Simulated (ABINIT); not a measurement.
# MgB2 (P6/mmm) in ABINIT: settings compared

One crystal, MgB2, is run at these levels: PBE, PBEsol; tasks: band structure, equation of state.

Program: ABINIT 10.8.3 (patched build). These are calculated values, not measurements. Logs are shortened: lines on timing, memory, paths and dates and some standing lists are left out, and cuts for length are marked. The log counts tension as positive stress, the text compression.

### Step 1. The crystal as given

It takes space group P6/mmm (No. 191, hexagonal). Conventional cell: a = 3.085 Å, b = 3.085 Å, c = 3.523 Å, α = 90.00°, β = 90.00°, γ = 120.00°. Mg (site symmetry 6/mmm) is surrounded by 12 B at 2.51 Å. Around B (site symmetry -6m2) lie 3 B at 1.78 Å.

### Step 2. Band structure, PBE

File run.abi:

```
# Datasets: ground state, then fixed potential
ndtset 2

# Pseudopotentials
pp_dirpath "./"
pseudos "Mg_ONCV_PBE-1.2.upf, B_ONCV_PBE-1.2.upf"

# Structure
acell 5.8298050945 5.8298050945 6.6575051371
rprim
     1.0000000000     0.0000000000     0.0000000000
    -0.5000000000     0.8660254038     0.0000000000
     0.0000000000     0.0000000000     1.0000000000
ntypat 2
znucl 12 5
natom 3
typat 1 2 2
xcart
     0.0000000000     0.0000000000     0.0000000000
     2.9149025475     1.6829197702     3.3287525685
    -0.0000000003     3.3658395408     3.3287525685

# Plane-wave basis
ecut 42.0

# Exchange and correlation
ixc 11

# Bands and occupations
occopt 3
tsmear 0.05 eV

# SCF cycle
nstep 100

# Output
iomode 3
prtwf 0
prteig 0
prtebands 0
enunit 1
prtden1 1

# Dataset 1
kptopt1 1
ngkpt1 10 10 8
nshiftk1 1
shiftk1 0.0 0.0 0.0
nband1 12
tolvrs1 1.0e-10

# Dataset 2: bands along G-M-K-G-A-L-H-A
iscf2 -2
getden2 1
nband2 18
nbdbuf2 4
tolwfr2 1.0e-11
kptopt2 -7
ndivsm2 8
prteig2 1
kptbounds2
     0.0000000000     0.0000000000     0.0000000000
     0.5000000000     0.0000000000     0.0000000000
     0.3333333333     0.3333333333     0.0000000000
     0.0000000000     0.0000000000     0.0000000000
     0.0000000000     0.0000000000     0.5000000000
     0.5000000000     0.0000000000     0.5000000000
     0.3333333333     0.3333333333     0.5000000000
     0.0000000000     0.0000000000     0.5000000000
```

Potentials or basis: SG15 NC PBE v1.2.

Run with:

```console
$ abinit run.abi > log 2>&1
```

run.abo:

```text
.Version 10.8.3 of ABINIT
 DATASET    1 : space group P6/m m m (#191); Bravais hP (primitive hexag.)
================================================================================
 Values of the parameters that define the memory need for DATASET  1.
     intxc =       0    ionmov =       0      iscf =       7    lmnmax =       4
     lnmax =       4     mgfft =      40  mpssoang =       2    mqgrid =    3001
     natom =       3  nloc_mem =       1    nspden =       1   nspinor =       1
    nsppol =       1      nsym =      24    n1xccc =       0    ntypat =       2
    occopt =       3   xclevel =       2
       mpw =        2575          nfft =       51840          nkpt =          70
================================================================================
================================================================================

 DATASET    2 : space group P6/m m m (#191); Bravais hP (primitive hexag.)
================================================================================
 Values of the parameters that define the memory need for DATASET  2.
     intxc =       0    ionmov =       0      iscf =      -2    lmnmax =       4
     lnmax =       4     mgfft =      40  mpssoang =       2    mqgrid =    3001
     natom =       3  nloc_mem =       1    nspden =       1   nspinor =       1
    nsppol =       1      nsym =      24    n1xccc =       0    ntypat =       2
    occopt =       3   xclevel =       2
       mpw =        2577          nfft =       51840          nkpt =          88
================================================================================
================================================================================

--------------------------------------------------------------------------------
------------- Echo of variables that govern the present computation ------------
--------------------------------------------------------------------------------
 -outvars: echo values of preprocessed input variables --------
            acell      5.8298050945E+00  5.8298050945E+00  6.6575051371E+00 Bohr
              amu      2.43050000E+01  1.08110000E+01
             ecut      4.20000000E+01 Hartree
           enunit           1
           getden1          0
           getden2          1
             iscf1          7
             iscf2         -2
                       outvar_i_n : Printing only first  50 k-points.
              ixc          11
           jdtset        1    2
                       outvar_i_n : Printing only first  50 k-points.
           kptopt1          1
           kptopt2         -7
         kptrlatt       10    0    0      0   10    0      0    0    8
          kptrlen1     5.32600411E+01
          kptrlen2     3.00000000E+01
            natom           3
            nband1         12
            nband2         18
           nbdbuf1          0
           nbdbuf2          4
           ndtset           2
           ndivsm1          0
           ndivsm2          8
            ngfft          36      36      40
             nkpt1         70
             nkpt2         88
            nstep         100
             nsym          24
           ntypat           2
                       prtocc : prtvol=0, do not print more k-points.
           occopt           3
        prtebands           0
           prteig1          0
           prteig2          1
            prtwf           0
            rprim      1.0000000000E+00  0.0000000000E+00  0.0000000000E+00
                      -5.0000000000E-01  8.6602540380E-01  0.0000000000E+00
                       0.0000000000E+00  0.0000000000E+00  1.0000000000E+00
           shiftk1     0.00000000E+00  0.00000000E+00  0.00000000E+00
           shiftk2     5.00000000E-01  5.00000000E-01  5.00000000E-01
          spgroup         191
           tolvrs1     1.00000000E-10
           tolvrs2     0.00000000E+00
           tolwfr1     0.00000000E+00
           tolwfr2     1.00000000E-11
           tsmear      1.83746611E-03 Hartree
            typat      1  2  2
                       outvars : Printing only first  50 k-points.
           xangst      0.0000000000E+00  0.0000000000E+00  0.0000000000E+00
                       1.5424999990E+00  8.9056278964E-01  1.7614999988E+00
                       3.2458681727E-16  1.7811255793E+00  1.7614999988E+00
            xcart      0.0000000000E+00  0.0000000000E+00  0.0000000000E+00
                       2.9149025473E+00  1.6829197703E+00  3.3287525686E+00
                       6.1338018872E-16  3.3658395407E+00  3.3287525686E+00
[... 212 lines left out ...]
 Non-SCF case, kpt    2 (  0.03571  0.00000  0.00000), residuals and eigenvalues=
  6.08E-12  3.26E-12  1.88E-12  4.62E-12  3.03E-12  2.98E-12  4.02E-12  2.61E-12
  7.25E-12  3.38E-12  3.78E-12  2.90E-12  3.27E-12  3.49E-12  1.06E-08  3.98E-08
  4.10E-05  2.50E-04
 -2.5089E+00 -1.2886E+00 -1.2886E+00 -1.2873E+00 -1.9764E-01  1.5013E-01
  2.6493E-01  2.6724E-01  3.1927E-01  4.8863E-01  4.9263E-01  5.5522E-01
  6.1725E-01  7.2773E-01  8.4692E-01  8.4938E-01  9.2237E-01  9.4083E-01
[... 588 lines left out ...]
 Non-SCF case, kpt   87 (  0.02083  0.02083  0.50000), residuals and eigenvalues=
  5.86E-12  9.25E-12  8.33E-12  3.26E-12  3.02E-12  1.59E-12  1.16E-12  3.37E-12
  3.00E-12  2.06E-12  2.22E-12  1.86E-12  8.46E-12  9.62E-12  2.36E-11  7.71E-08
  1.39E-05  1.43E-05
 -2.5089E+00 -1.2886E+00 -1.2886E+00 -1.2876E+00 -1.5038E-01 -1.4602E-02
  2.7889E-01  2.8066E-01  5.0186E-01  5.0540E-01  5.4038E-01  6.2003E-01
  6.2335E-01  6.9678E-01  7.0382E-01  7.6892E-01  7.9437E-01  8.0296E-01
 Non-SCF case, kpt   88 (  0.00000  0.00000  0.50000), residuals and eigenvalues=
  1.95E-12  8.74E-13  1.59E-12  8.34E-13  4.42E-12  2.26E-12  1.71E-12  2.53E-12
  4.66E-12  6.10E-12  4.41E-12  2.77E-12  5.61E-12  2.81E-12  7.26E-12  4.38E-08
  6.22E-09  1.48E-06
 -2.5089E+00 -1.2886E+00 -1.2886E+00 -1.2876E+00 -1.5113E-01 -1.5557E-02
  2.8288E-01  2.8288E-01  5.0158E-01  5.0158E-01  5.4746E-01  6.1814E-01
  6.2265E-01  7.0155E-01  7.0155E-01  7.6544E-01  7.9650E-01  7.9651E-01

--- !ResultsGS
iteration_state: {dtset: 2, }
comment   : Summary of ground state results
lattice_vectors:
- [  5.8298051,   0.0000000,   0.0000000, ]
- [ -2.9149025,   5.0487593,   0.0000000, ]
- [  0.0000000,   0.0000000,   6.6575051, ]
lattice_lengths: [   5.82981,    5.82981,    6.65751, ]
lattice_angles: [ 90.000,  90.000, 120.000, ] # degrees, (23, 13, 12)
lattice_volume:   1.9595223E+02
convergence: {deltae:  0.000E+00, res2:  0.000E+00, residm:  9.999E-12, diffor:  0.000E+00, }
etotal    :  -6.00137431E+01
entropy   :   0.00000000E+00
fermie    :   2.58068126E-01
cartesian_stress_tensor: null
pressure_GPa: null
xred      :
- [  0.0000E+00,   0.0000E+00,   0.0000E+00, Mg]
- [  6.6667E-01,   3.3333E-01,   5.0000E-01,  B]
- [  3.3333E-01,   6.6667E-01,   5.0000E-01,  B]
cartesian_forces: null
force_length_stats: {min: null, max: null, mean: null, }
...

 Integrated electronic density in atomic spheres:
 ------------------------------------------------
 Atom  Sphere_radius  Integrated_density
    1        2.00000          8.35373712
    2        2.00000          2.65153122
    3        2.00000          2.65153122
================================================================================

 ----iterations are completed or convergence reached----

 Mean square residual over all n,k,spin=   43.085E-13; max=  99.989E-13
 reduced coordinates (array xred) for    3 atoms
       0.000000000000      0.000000000000      0.000000000000
       0.666666666667      0.333333333333      0.500000000000
       0.333333333333      0.666666666667      0.500000000000

 cartesian coordinates (angstrom) at end:
    1      0.00000000000000     0.00000000000000     0.00000000000000
    2      1.54249999896136     0.89056278964134     1.76149999881646
    3      0.00000000000000     1.78112557928268     1.76149999881646
 length scales=  5.829805094500  5.829805094500  6.657505137100 bohr
              =  3.084999997923  3.084999997923  3.522999997633 angstroms
 Eigenvalues (   eV  ) for nkpt=  88  k points:
 kpt#   1, nband= 18, wtk=  1.00000, kpt=  0.0000  0.0000  0.0000 (reduced coord)
 -68.27192  -35.06402  -35.06402  -35.03053   -5.40024    4.06356    7.32816    7.32816
   8.66858   13.30451   13.30451   15.06134   16.87559   19.68833   23.17230   23.17230
  25.94092   25.98480
 kpt#   2, nband= 18, wtk=  1.00000, kpt=  0.0357  0.0000  0.0000 (reduced coord)
 -68.27185  -35.06451  -35.06414  -35.03046   -5.37804    4.08518    7.20924    7.27208
   8.68777   13.29626   13.40528   15.10818   16.79628   19.80251   23.04573   23.11271
  25.09890   25.60138
 kpt#   3, nband= 18, wtk=  1.00000, kpt=  0.0714  0.0000  0.0000 (reduced coord)
 -68.27171  -35.06594  -35.06449  -35.03025   -5.31151    4.14998    6.87306    7.11539
   8.74699   13.25009   13.69568   15.25664   16.56369   20.13095   22.71511   22.95157
  24.18436   25.00217
 kpt#   4, nband= 18, wtk=  1.00000, kpt=  0.1071  0.0000  0.0000 (reduced coord)
 -68.27149  -35.06825  -35.06505  -35.02991   -5.20081    4.25771    6.36923    6.88571
   8.84795   13.13881   14.14699   15.50090   16.19269   20.63798   22.27986   22.72669
  23.34805   24.42136
 kpt#   5, nband= 18, wtk=  1.00000, kpt=  0.1429  0.0000  0.0000 (reduced coord)
[... 321 lines left out ...]
  13.50801   13.74124   14.41182   17.08493   17.31751   18.04858   19.45947   21.52849
  21.56480   23.17609
 kpt#  86, nband= 18, wtk=  1.00000, kpt=  0.0417  0.0417  0.5000 (reduced coord)
 -68.27141  -35.06544  -35.06399  -35.03742   -4.03098   -0.31954    7.28816    7.46057
  13.68360   14.03198   14.19789   17.01639   17.03175   18.58792   19.29367   21.18827
  21.53120   22.35930
 kpt#  87, nband= 18, wtk=  1.00000, kpt=  0.0208  0.0208  0.5000 (reduced coord)
 -68.27149  -35.06400  -35.06363  -35.03766   -4.09207   -0.39735    7.58890    7.63724
  13.65632   13.75266   14.70445   16.87175   16.96232   18.96033   19.15185   20.92341
  21.61593   21.84967
 kpt#  88, nband= 18, wtk=  1.00000, kpt=  0.0000  0.0000  0.5000 (reduced coord)
 -68.27147  -35.06351  -35.06351  -35.03774   -4.11244   -0.42332    7.69765    7.69765
  13.64875   13.64875   14.89717   16.82053   16.94321   19.09023   19.09023   20.82879
  21.67399   21.67401

== END DATASET(S) ==============================================================
================================================================================

 -outvars: echo values of variables after computation  --------
            acell      5.8298050945E+00  5.8298050945E+00  6.6575051371E+00 Bohr
           etotal1    -6.0013743077E+01
            fcart1    -0.0000000000E+00 -0.0000000000E+00 -0.0000000000E+00
                       4.6187568529E-29 -2.6666405123E-29 -0.0000000000E+00
                      -4.6187568529E-29  2.6666405123E-29 -0.0000000000E+00
            rprim      1.0000000000E+00  0.0000000000E+00  0.0000000000E+00
                      -5.0000000000E-01  8.6602540380E-01  0.0000000000E+00
                       0.0000000000E+00  0.0000000000E+00  1.0000000000E+00
           strten1     6.6212114152E-05  6.6212113867E-05  4.1523123799E-05
                       0.0000000000E+00  0.0000000000E+00  0.0000000000E+00
           xangst      0.0000000000E+00  0.0000000000E+00  0.0000000000E+00
                       1.5424999990E+00  8.9056278964E-01  1.7614999988E+00
                       3.2458681727E-16  1.7811255793E+00  1.7614999988E+00
             xred      0.0000000000E+00  0.0000000000E+00  0.0000000000E+00
                       6.6666666667E-01  3.3333333333E-01  5.0000000000E-01
                       3.3333333333E-01  6.6666666667E-01  5.0000000000E-01
 Calculation completed.
```

It took 98 s on 1 thread of Arm Neoverse V1, shared host; peak memory 0.13 GiB.

What came out:

* Free energy: -1633.0571 eV
* Pressure: -1.7 GPa
* Band gap on the k mesh: none (metal or under the smearing width)
* Valence electrons inside the program's atomic spheres: Mg 8.35; B 2.65

Stress tensor (GPa, compression positive):
```
-1.95  0.00  0.00
 0.00 -1.95  0.00
 0.00  0.00 -1.22
```

Levels at the corners of the path, in eV from the Fermi level:
| point | band 4 | band 5 | band 6 | band 7 | band 8 | band 9 | band 10 | band 11 | band 12 | band 13 |
| --- | --- | --- | --- | --- | --- | --- | --- | --- | --- | --- |
| Γ | -42.05 | -12.42 | -2.96 | 0.31 | 0.31 | 1.65 | 6.28 | 6.28 | 8.04 | 9.85 |
| M | -42.05 | -8.54 | -7.85 | -2.22 | 0.19 | 3.05 | 3.88 | 5.30 | 7.07 | 12.56 |
| K | -42.05 | -7.28 | -7.28 | -5.87 | 1.77 | 1.77 | 6.14 | 6.14 | 8.83 | 8.99 |
| Γ | -42.05 | -12.42 | -2.96 | 0.31 | 0.31 | 1.65 | 6.28 | 6.28 | 8.04 | 9.85 |
| A | -42.06 | -11.13 | -7.45 | 0.68 | 0.68 | 6.63 | 6.63 | 7.87 | 9.80 | 9.92 |
| L | -42.05 | -7.57 | -6.93 | -3.58 | -1.93 | -1.31 | 5.70 | 8.74 | 8.91 | 12.96 |
| H | -42.05 | -6.39 | -6.39 | -5.20 | -2.03 | -2.03 | 3.57 | 11.64 | 11.81 | 11.81 |
| A | -42.06 | -11.13 | -7.45 | 0.68 | 0.68 | 6.63 | 6.63 | 7.87 | 9.80 | 9.92 |

### Step 3. Equation of state, PBEsol

File run.abi:

```
# Datasets: one volume each
ndtset 7
getwfk -1
scalecart1 3*0.9795861087
scalecart2 3*0.9864848297
scalecart3 3*0.9932883884
scalecart4 3*1.0000000000
scalecart5 3*1.0066227096
scalecart6 3*1.0131594038
scalecart7 3*1.0196128224

# Pseudopotentials
pp_dirpath "./"
pseudos "Mg.GGA_PBE-JTH.xml, B.GGA_PBE-JTH.xml"

# Structure
acell 3.085 3.085 3.523 Angstrom
rprim
     1.0000000000     0.0000000000     0.0000000000
    -0.5000000000     0.8660254038     0.0000000000
     0.0000000000     0.0000000000     1.0000000000
ntypat 2
znucl 12 5
natom 3
typat 1 2 2
xred
     0.0000000000     0.0000000000     0.0000000000
     0.6666666667     0.3333333333     0.5000000000
     0.3333333333     0.6666666667     0.5000000000

# Plane-wave basis
ecut 517.016339 eV
pawecutdg 38.0
pawovlp 30

# k points
kptopt 1
ngkpt 10 10 8
nshiftk 1
shiftk 0.0 0.0 0.0

# Exchange and correlation
ixc -116133

# Bands and occupations
nband 12
occopt 3
tsmear 0.00183747

# SCF cycle
nstep 100
tolvrs 1.0e-9

# Output
iomode 3
prtwf 1
prtden 0
prteig 0
prtebands 0
enunit 1
```

Potentials or basis: JTH PAW PBE v2.0.

Run with:

```console
$ abinit run.abi > log 2>&1
```

It took 1.9 min on 1 thread of Arm Neoverse V1, shared host; peak memory 0.14 GiB.

The run converged. Its results:

| Item | Value |
| --- | --- |
| Equilibrium volume | 9.50 Å³/atom |
| Bulk modulus at fixed shape and positions | 156 GPa |
| Pressure derivative of the bulk modulus | 3.6 |

Energy against volume, from the lowest point:
```tsv
volume (Å³/atom)	energy (meV/atom)
9.098	8.87
9.292	2.31
9.485	0.00
9.679	1.55
9.873	6.61
10.066	14.88
10.260	26.09
```

Caveat: pressures at fixed basis lie under the slope of the energies; the cell was scaled at fixed shape and fractional positions, which overstates the stiffness of a crystal with free parameters, most of all of layers and chains; the PAW data sets were made with another functional, which shifts forces and pressure a little; the atomic spheres overlap.
